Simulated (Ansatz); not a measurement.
Crystal: La.

```
CELL_PARAMETERS angstrom
3.77000 0.00000 0.00000
-1.88500 3.26492 0.00000
0.00000 0.00000 12.15900
ATOMIC_POSITIONS crystal
La 0.66667 0.33333 0.25000
La 0.33333 0.66667 0.75000
La 0.00000 0.00000 0.50000
La 0.00000 0.00000 0.00000
```

```yaml
Program: Ansatz 0.2.0
Task: relaxation of cell and atoms
Functional: LDA
Potentials_or_basis: Ansatz PAW
Cutoff: "420 eV (not typed: the program's choice for these potentials)"
k_mesh: 8 × 8 × 3
Occupations: fermi-dirac, width 0.05 eV
Spin: no spin polarisation
```

At the start: volume 37.42 Å³/atom.

How do energy, volume and symmetry change on relaxing?

It ends after 5 steps and the volume is 32.26 Å³/atom (-13.8 %); space group P6_3/mmc (No. 194, to 0.05 Å).

Step by step:
```csv
step,energy change (eV),largest force (eV/Å),volume (Å³)
1,0.0000,0.0000,149.66
2,-0.2318,0.0000,134.77
3,-0.2543,0.0000,128.23
4,-0.2548,0.0000,129.05
5,-0.2544,0.0000,129.05
```

Final structure:
```xyz
4
Lattice="3.5928 0.0000 0.0000 -1.7964 3.1114 0.0000 0.0000 0.0000 11.5440" Properties=species:S:1:pos:R:3 pbc="T T T"
La    1.7964    1.0371    2.8860
La    0.0000    2.0743    8.6580
La    0.0000    0.0000    5.7720
La    0.0000    0.0000    0.0000
```

Caveat: the plane-wave basis is chosen anew once the cell has moved, so the energies of steps on either side of that aren't comparable; the PAW data sets come from PBE, with cores solved anew for the run's functional, which leaves a small shift of forces and pressure.
